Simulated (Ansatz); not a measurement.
The system is Pd.

```
CELL_PARAMETERS angstrom
0.00000 1.94650 1.94650
1.94650 0.00000 1.94650
1.94650 1.94650 0.00000
ATOMIC_POSITIONS crystal
Pd 0.00000 0.00000 0.00000
```

- Program: Ansatz 0.2.0
- Task: relaxation of cell and atoms
- Functional: PBE
- Potentials or basis: Ansatz PAW
- Cutoff: 420 eV (not typed: the program's choice for these potentials)
- k mesh: 12 × 12 × 12
- Occupations: fermi-dirac, width 0.05 eV
- Spin: no spin polarisation

At the start: volume 14.75 Å³/atom.

Where does the relaxation end?

It ends after 5 steps and the volume is 15.32 Å³/atom (+3.8 %); space group Fm-3m (No. 225, to 0.05 Å).

Step by step:
| step | energy change (eV) | largest force (eV/Å) | volume (Å³) |
| --- | --- | --- | --- |
| 1 | 0.0000 | 0.0000 | 14.75 |
| 2 | -0.0070 | 0.0000 | 15.68 |
| 3 | -0.0115 | 0.0000 | 15.34 |
| 4 | -0.0115 | 0.0000 | 15.32 |
| 5 | -0.0117 | 0.0000 | 15.32 |

Final structure:
```yaml
crystal:
  lattice:
    - [0.00000, 1.97104, 1.97104]
    - [1.97104, 0.00000, 1.97104]
    - [1.97104, 1.97104, 0.00000]
  atoms:
    - { symbol: Pd, position: [0.00000, 0.00000, 0.00000] }
```

Caveat: the plane-wave basis is chosen anew once the cell has moved, so the energies of steps on either side of that aren't comparable.
